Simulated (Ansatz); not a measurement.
# BaTiO3, a database entry at a rescaled volume

```
Ba Ti O
1.0
    -4.00987   -2.85654    2.86666
     0.00000    0.00000    5.73331
    -4.00987    2.85654    2.86666
Ba Ti O
2 2 6
Direct
  0.00000 0.00000 0.00000
  0.50000 0.50000 0.50000
  0.25000 0.26700 0.25000
  0.75000 0.76700 0.75000
  0.00000 0.48900 0.00000
  0.50000 0.98900 0.50000
  0.49390 0.49843 0.00610
  0.99390 0.99843 0.50610
  0.00610 0.49843 0.49390
  0.50610 0.99843 0.99390
```

Level: r2SCAN, no spin polarisation; 500 eV; 6×6×6 Γ-centred mesh; fermi-dirac occupations (width 0.051 eV); Ansatz 0.2.0, fixed geometry.

(1) What is the band gap?

(2) Is it stable against the elements?

(3) What do density and ELF say about some of the short contacts?

(4) Which atom feels the largest force, and which way?

(5) Which orbitals make up the band edges?

(6) How is the charge shared?

(7) Is the cell too large or too small?

Origin: a database entry at a rescaled volume.

Results:

(1) The gap is 2.27 eV, direct at the points sampled. A semilocal functional usually gives too small a gap.

(2) -3.40 eV an atom against the elements' usual phases (free molecules for gases, crystals otherwise, with no correction for O₂ or N₂), so it is bound against them; other compounds may still compete. Relaxing would lower it.

(3) Ti–O at 1.92 Å: least valence density 0.77 e/Å³ and ELF 0.22 there. Ba–O at 2.80 Å: least valence density 0.18 e/Å³ and ELF 0.08 there, a closed-shell (ionic or weak) contact. These are pseudo-fields; inside the PAW spheres they differ from the all-electron ones.

(4) The largest is on O7 (and as large on other atoms): 0.43 eV/Å, components (0.00, 0.19, -0.38). It makes 19° with the line to a nearest neighbour, Ti3 at 1.92 Å, pointing towards it.

(5) Within 0.7 eV of the edges, the states project mainly on O p (96 %) below the gap and on Ti d (89 %) above it.

(6) Bader charges in e: Ba +1.58, Ti +2.31, O -1.30. In the mean Ti gives up most and O takes most.

(7) The pressure is -4.0 GPa (compression positive), so with the atoms held at these fractions the cell would first shrink.
